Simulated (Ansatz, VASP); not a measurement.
## One calculation of Al, two programs

```xyz
8
Lattice="5.0635 0.0000 0.0000 0.0000 5.0635 0.0000 0.0000 0.0000 5.0635" Properties=species:S:1:pos:R:3 pbc="T T T"
Al    0.0000    0.0000    5.0635
Al    2.5318    2.5318    2.5318
Al    1.2659    0.0000    2.5318
Al    3.7977    0.0000    2.5318
Al    2.5318    1.2659    0.0000
Al    2.5318    3.7977    0.0000
Al    5.0635    2.5318    1.2659
Al    5.0635    2.5318    3.7977
```

Alike in both runs: functional LDA; k mesh 5 × 5 × 5; occupations fermi-dirac, width 0.1 eV; no spin polarisation.

Ansatz relaxed the structure, and its values are those at the end. VASP's run is a single point on that final structure, the one shown.

|  | VASP | Ansatz |
| --- | --- | --- |
| version | VASP 6.6.1 | Ansatz 0.2.0 |
| potentials or method | VASP PAW LDA potentials, release 64 (Al) | plane waves (420 eV) with PAW, scalar-relativistic |
| plane-wave cutoff (eV) | 520 | 420 |
| valence electrons in the cell | 24 | 24 |

```tsv
	VASP	Ansatz	Ansatz less VASP
pressure (GPa)	0.0	0.0	-0.08
```

Ansatz warned: «pseudo_functional_mismatch».
